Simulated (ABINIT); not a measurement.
# SiC (F-43m): G0W0 with ABINIT, start to end

Aim: the G0W0 gap of SiC (F-43m) on LDA, step by step.

Main program and level: ABINIT 10.8.3; LDA and many-body steps on it, plane waves.

**What was measured.**

- Gap 2.39 eV: band gap at cryogenic temperature; bulk crystal (literature value) (quoted in “Silicon carbide diodes for neutron detection”, 2020, arxiv:2009.14696).

- Gap 2.4 eV: Tauc optical (indirect) gap of annealed polycrystalline 3C-SiC; UV-VIS spectroscopic ellipsometry, Tauc analysis; film (CVD ultrathin polycrystalline film, annealed, about 5 nm grains) (“On-Demand CMOS-Compatible Fabrication of Ultrathin Self-Aligned SiC Nanowire Arrays”, 2018, pmc:6267454).

## (1) The structure

Symmetry: F-43m, No. 216, cubic system. The conventional cell has a = 4.358 Å, b = 4.358 Å, c = 4.358 Å, α = 90.00°, β = 90.00°, γ = 90.00°. Si has 4 C at 1.89 Å nearest. Nearest to C lie 4 Si at 1.89 Å. Farther neighbours are not listed.

The cell and positions come from the Crystallography Open Database and are kept as given unless a step says otherwise.

## (2) Ground state

This step: ABINIT 10.8.3; DFT, LDA, plane waves, norm-conserving pseudopotentials.

The ground-state density comes first.

Contents of run.abi:

```
acell 3*1.0 Angstrom
rprim 
  -0.000000000000 2.179000000000 2.179000000000
  2.179000000000 -0.000000000000 2.179000000000
  2.179000000000 2.179000000000 -0.000000000000
ntypat 2
znucl 14 6
natom 2
typat 1 2
xred 
  0.000000000000 0.000000000000 0.000000000000
  0.250000000000 0.250000000000 0.250000000000
pp_dirpath "pseudos"
pseudos "Si.upf, C.upf"
ecut 37
ngkpt 8 8 8
nshiftk 1
shiftk 0 0 0
kptopt 1
chksymbreak 0
nband 9
occopt 1
tolvrs 1e-10
nstep 60
prtwf 0
indata_prefix "in"
outdata_prefix "out"
tmpdata_prefix "tmp"
```

Command:

```console
> OMP_NUM_THREADS=1 mpirun -n 8 abinit run.abi > log
```

Numbers of over 12 decimals in the logs are rounded to 6 here.

What it wrote:

```text
.Version 10.8.3 of ABINIT. v10.8.2 released Aug 2026.

 Symmetries : space group F-4 3 m (#216); Bravais cF (face-center cubic)
================================================================================
 Values of the parameters that define the memory need of the present run
     intxc =       0    ionmov =       0      iscf =       7    lmnmax =       6
     lnmax =       6     mgfft =      32  mpssoang =       3    mqgrid =    3001
     natom =       2  nloc_mem =       1    nspden =       1   nspinor =       1
    nsppol =       1      nsym =      24    n1xccc =    2501    ntypat =       2
    occopt =       1   xclevel =       1
-    mband =           9        mffmem =           1         mkmem =           4
       mpw =        1514          nfft =       32768          nkpt =          29
================================================================================
  Rough estimation (10% accuracy) of disk space for files :
================================================================================

--------------------------------------------------------------------------------
------------- Echo of variables that govern the present computation ------------
--------------------------------------------------------------------------------
 -outvars: echo values of preprocessed input variables --------
            acell      1.8897261259E+00  1.8897261259E+00  1.8897261259E+00 Bohr

      chksymbreak           0
             ecut      3.70000000E+01 Hartree
-          fftalg         312

              ixc       -1012
              kpt      0.00000000E+00  0.00000000E+00  0.00000000E+00
                       1.25000000E-01  0.00000000E+00  0.00000000E+00
                       2.50000000E-01  0.00000000E+00  0.00000000E+00
                       3.75000000E-01  0.00000000E+00  0.00000000E+00
                       5.00000000E-01  0.00000000E+00  0.00000000E+00
                       1.25000000E-01  1.25000000E-01  0.00000000E+00
                       2.50000000E-01  1.25000000E-01  0.00000000E+00
                       3.75000000E-01  1.25000000E-01  0.00000000E+00
                       5.00000000E-01  1.25000000E-01  0.00000000E+00
   [... 18 further rows ...]
                      -3.75000000E-01  5.00000000E-01  1.25000000E-01
                      -2.50000000E-01  5.00000000E-01  2.50000000E-01
         kptrlatt        8    0    0      0    8    0      0    0    8
          kptrlen      4.65866071E+01
P           mkmem           4
            natom           2
            nband           9
            ngfft          32      32      32
             nkpt          29
            nstep          60
             nsym          24
           ntypat           2
              occ      2.000000  2.000000  2.000000  2.000000  0.000000  0.000000
[...]
prtwf           0
            rprim     -0.0000000000E+00  2.1790000000E+00  2.1790000000E+00
[...]
spgroup         216

           tolvrs      1.00000000E-10

             xred      0.0000000000E+00  0.0000000000E+00  0.0000000000E+00
[...]
znucl       14.00000    6.00000

================================================================================

 chkinp: Checking input parameters for consistency.

================================================================================
== DATASET  1 ==================================================================
-   mpi_nproc: 8, omp_nthreads: 1 (-1 if OMP is not activated)

--- !DatasetInfo
iteration_state: {dtset: 1, }
dimensions: {natom: 2, nkpt: 29, mband: 9, nsppol: 1, nspinor: 1, nspden: 1, mpw: 1514, }
cutoff_energies: {ecut:  37.0, pawecutdg:  -1.0, }
electrons: {nelect:   8.00000000E+00, charge:   0.00000000E+00, occopt:   1.00000000E+00, tsmear:   1.00000000E-02, }

 Real(R)+Recip(G) space primitive vectors, cartesian coordinates (Bohr,Bohr^-1):
 R(1)=  0.0000000  4.1177132  4.1177132  G(1)= -0.1214266  0.1214266  0.1214266
 R(2)=  4.1177132  0.0000000  4.1177132  G(2)=  0.1214266 -0.1214266  0.1214266
 R(3)=  4.1177132  4.1177132  0.0000000  G(3)=  0.1214266  0.1214266 -0.1214266
 Unit cell volume ucvol=  1.3963629E+02 bohr^3
 Angles (23,13,12)=  6.00000000E+01  6.00000000E+01  6.00000000E+01 degrees

 getcut: wavevector=  0.0000  0.0000  0.0000  ngfft=  32  32  32
         ecut(hartree)=     37.000   => boxcut(ratio)=   2.00684

--- Pseudopotential description ------------------------------------------------
- Si Generated using ONCVPSP code by D. R. Hamann
- 14.00000   4.00000  180309                  znucl, zion, pspdat
12 -1012 2 -1 1510                            pspcod,pspxc,lmax,lloc,mmax
     nproj     2     2     2
  pspatm : epsatm=    6.67003958
         --- l  ekb(1:nproj) -->
[...]
pspatm: atomic psp has been read  and splines computed

- C Generated using ONCVPSP code by D. R. Hamann
-  6.00000   4.00000  180309                  znucl, zion, pspdat
12 -1012 1 -1 1234                            pspcod,pspxc,lmax,lloc,mmax
     nproj     2     2     0
  pspatm : epsatm=    4.35103003
         --- l  ekb(1:nproj) -->
[...]
1   -4.185684   -0.892924
 pspatm: atomic psp has been read  and splines computed

   8.81685569E+01                                ecore*ucvol(ha*bohr**3)
--------------------------------------------------------------------------------

_setup2: Arith. and geom. avg. npw (full set) are    1500.803    1500.779

================================================================================

--- !BeginCycle
iteration_state: {dtset: 1, }
solver: {iscf: 7, nstep: 60, nline: 4, wfoptalg: 0, }
tolerances: {tolvrs: 1.00E-10, }

     iter   Etot(hartree)      deltaE(h)  residm     vres2
 ETOT  1  -10.207468432090    -1.021E+01 1.602E-01 4.027E+02
 ETOT  2  -10.269830172932    -6.236E-02 1.534E-02 1.806E+02
 ETOT  3  -10.316336686876    -4.651E-02 7.164E-02 1.939E-01
 ETOT  4  -10.316376261104    -3.957E-05 2.117E-02 1.694E-03
 ETOT  5  -10.316376500690    -2.396E-07 2.633E-03 6.699E-05
 ETOT  6  -10.316376510069    -9.379E-09 8.757E-03 3.250E-07
 ETOT  7  -10.316376510114    -4.439E-11 3.396E-04 2.456E-09
 ETOT  8  -10.316376510114    -4.707E-13 8.293E-04 3.609E-11

 At SCF step    8       vres2   =  3.61E-11 < tolvrs=  1.00E-10 =>converged.

 Cartesian components of stress tensor (hartree/bohr^3)
  sigma(1 1)=  1.77004703E-04  sigma(3 2)=  0.00000000E+00
  sigma(2 2)=  1.77004703E-04  sigma(3 1)=  0.00000000E+00
  sigma(3 3)=  1.77004703E-04  sigma(2 1)=  0.00000000E+00

--- !ResultsGS
iteration_state: {dtset: 1, }
comment   : Summary of ground state results
lattice_vectors:
- [ -0.0000000,   4.1177132,   4.1177132, ]
- [  4.1177132,  -0.0000000,   4.1177132, ]
- [  4.1177132,   4.1177132,  -0.0000000, ]
lattice_lengths: [   5.82333,    5.82333,    5.82333, ]
lattice_angles: [ 60.000,  60.000,  60.000, ] # degrees, (23, 13, 12)
lattice_volume:   1.3963629E+02
convergence: {deltae: -4.707E-13, res2:  3.609E-11, residm:  8.293E-04, diffor: null, }
etotal    :  -1.03163765E+01
entropy   :   0.00000000E+00
fermie    :   2.61161438E-01
cartesian_stress_tensor: # hartree/bohr^3
- [  1.77004703E-04,   0.00000000E+00,   0.00000000E+00, ]
- [  0.00000000E+00,   1.77004703E-04,   0.00000000E+00, ]
- [  0.00000000E+00,   0.00000000E+00,   1.77004703E-04, ]
pressure_GPa:  -5.2077E+00
xred      :
- [  0.0000E+00,   0.0000E+00,   0.0000E+00, Si]
- [  2.5000E-01,   2.5000E-01,   2.5000E-01,  C]
cartesian_forces: # hartree/bohr
- [ -0.00000000E+00,  -0.00000000E+00,  -0.00000000E+00, ]
- [ -0.00000000E+00,  -0.00000000E+00,  -0.00000000E+00, ]
force_length_stats: {min:   0.00000000E+00, max:   0.00000000E+00, mean:   0.00000000E+00, }

 Integrated electronic density in atomic spheres:
 ------------------------------------------------
 Atom  Sphere_radius  Integrated_density
    1        2.00000          1.94546494
    2        2.00000          4.20941713
================================================================================

 ----iterations are completed or convergence reached----

 Mean square residual over all n,k,spin=   31.972E-07; max=  82.925E-05
 reduced coordinates (array xred) for    2 atoms
       0.000000000000      0.000000000000      0.000000000000
       0.250000000000      0.250000000000      0.250000000000
 rms dE/dt=  0.0000E+00; max dE/dt=  0.0000E+00; dE/dt below (all hartree)
    1       0.000000000000      0.000000000000      0.000000000000
    2       0.000000000000      0.000000000000      0.000000000000

 cartesian coordinates (angstrom) at end:
    1      0.000000     0.000000     0.000000
    2      1.089500     1.089500     1.089500

 cartesian forces (hartree/bohr) at end:
    1     -0.000000    -0.000000    -0.000000
    2     -0.000000    -0.000000    -0.000000
 frms,max,avg= 0.0000000E+00 0.0000000E+00   0.000E+00  0.000E+00  0.000E+00 h/b

 cartesian forces (eV/Angstrom) at end:
    1     -0.000000    -0.000000    -0.000000
    2     -0.000000    -0.000000    -0.000000
 frms,max,avg= 0.0000000E+00 0.0000000E+00   0.000E+00  0.000E+00  0.000E+00 e/A
 length scales=  1.889726125908  1.889726125908  1.889726125908 bohr
              =  1.000000000000  1.000000000000  1.000000000000 angstroms
 prteigrs : about to open file out_EIG
 Fermi (or HOMO) energy (hartree) =   0.26116   Average Vxc (hartree)=  -0.42137
 Eigenvalues (hartree) for nkpt=  29  k points:
 kpt#   1, nband=  9, wtk=  0.00195, kpt=  0.0000  0.0000  0.0000 (reduced coord)
  -0.30203    0.26116    0.26116    0.26116    0.49215    0.52586    0.52586    0.52586
   0.79394
 prteigrs : prtvol=0 or 1, do not print more k-points.

--- !EnergyTerms
iteration_state     : {dtset: 1, }
comment             : Components of total free energy in Hartree
kinetic             :  5.91848961843546E+00
hartree             :  1.15542790260184E+00
xc                  : -3.77802535354891E+00
Ewald energy        : -1.04656108775139E+01
psp_core            :  6.31415798608943E-01
local_psp           : -4.07529862783785E+00
non_local_psp       :  2.97225029140089E-01
total_energy        : -1.03163765101143E+01
total_energy_eV     : -2.80722905875686E+02
band_energy         :  3.63837565426888E-01

 Cartesian components of stress tensor (hartree/bohr^3)
  sigma(1 1)=  1.77004703E-04  sigma(3 2)=  0.00000000E+00
  sigma(2 2)=  1.77004703E-04  sigma(3 1)=  0.00000000E+00
  sigma(3 3)=  1.77004703E-04  sigma(2 1)=  0.00000000E+00

-Cartesian components of stress tensor (GPa)         [Pressure= -5.2077E+00 GPa]
- sigma(1 1)=  5.20765814E+00  sigma(3 2)=  0.00000000E+00
- sigma(2 2)=  5.20765814E+00  sigma(3 1)=  0.00000000E+00
- sigma(3 3)=  5.20765814E+00  sigma(2 1)=  0.00000000E+00

== END DATASET(S) ==============================================================
================================================================================

 -outvars: echo values of variables after computation  --------
           etotal     -1.0316376510E+01
            nband           9
             nkpt          29
          spgroup         216
 [... the other variables as echoed above ...]

 Calculation completed.
```

Elapsed: 2.4 s, on 8 MPI ranks of Arm Neoverse V2, shared host; peak memory 0.07 GiB.

This step gave:

| Quantity | Value |
| --- | --- |
| total energy | -280.7229 eV |
| gap | 1.327 eV |
| k of the valence top | 0, 0, 0 |
| k of the conduction bottom | 0.5, 0.5, 0 |
| least direct gap | 4.526 eV |
| pressure | -5.208 GPa |

The gap is indirect, with the least direct gap 3.20 eV higher.

The cutoff was set for levels, not for stress, so the pressure can be off by some GPa.

[end of part 1 of 3]

[Paths, hosts, dates, memory and timing lines, banners, echoed tables and standing remarks are left out of the program output.]

[Logs are printed without paths, hosts, clocks, repeated set-up lines and the standing remarks that a program may print on its own settings, such as how far it seeks lower states.]

[Runs of the session that timed out or met a known fault of the program may be left out.]

[Hosts, paths, dates, database ids (printed as entryN), source tags and the programs' standing remarks are cut or masked in the printed files.]

[G0W0 gaps are taken among the corrected bands and points alone; a level outside them can change the order at an edge.]

[Where Ansatz stands beside ABINIT at settings called matched, ABINIT's density can come from a denser mesh and the files from another edition; pairs whose starting gaps differed by over 0.03 eV were left out, so agreement reads better than it is.]
